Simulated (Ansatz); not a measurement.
A run of Ansatz 0.2.0:

Contents of input.yaml:

```yaml
crystal:
  lattice:
    - [3.71, 0.0, 0.0]
    - [-1.855, 3.212954248, 0.0]
    - [0.0, 0.0, 5.691]
  atoms:
    - { symbol: As, position: [0.6666666667, 0.3333333333, 0.75] }
    - { symbol: As, position: [0.3333333333, 0.6666666667, 0.25] }
    - { symbol: Mn, position: [0.0, 0.0, 0.5], spin: 4.0 }
    - { symbol: Mn, position: [0.0, 0.0, 0.0], spin: 4.0 }
hamiltonian:
  xc: pbe
  pseudopotentials: { kind: paw }
magnetization:
  spin_polarized: true
kpoints:
  mp_grid: { grid: [8, 8, 5] }
  band_path:
    path:
      - [[0.0, 0.0, 0.0], [0.5, 0.0, 0.0], [0.3333333333, 0.3333333333, 0.0], [0.0, 0.0, 0.0], [0.0, 0.0, 0.5], [0.5, 0.0, 0.5], [0.3333333333, 0.3333333333, 0.5], [0.0, 0.0, 0.5]]
      - [[0.5, 0.0, 0.5], [0.5, 0.0, 0.0]]
      - [[0.3333333333, 0.3333333333, 0.0], [0.3333333333, 0.3333333333, 0.5]]
    npoints: 14
scf:
  occupations: { method: fermi_dirac, width: 0.05 }
  n_extra_bands: 10
output:
  forces: true
  stress: true
  eigenvalues: true
  fatbands: false
  write_density: true
  write_potential: true
  elf: true
  volumetric_format: npy
```

Potentials or basis: Ansatz PAW.

The run is started by

```bash
$ ansatz run input.yaml --threads 2 --pin off --max-ram 5632MiB --backend cpu --events-out ev --progress --plain --runs-dir out
```

Hardware: 2 threads of AMD EPYC 7R13 Processor (Zen 3) (shared host).

Question: Estimate the wall time of this run.

Answer: Run time: 16 s on 2 threads of AMD EPYC 7R13 Processor (Zen 3), on a shared host, peak memory 0.61 GiB. Counts: scf iterations 13, plane waves 1339, k points 30, bands 40.
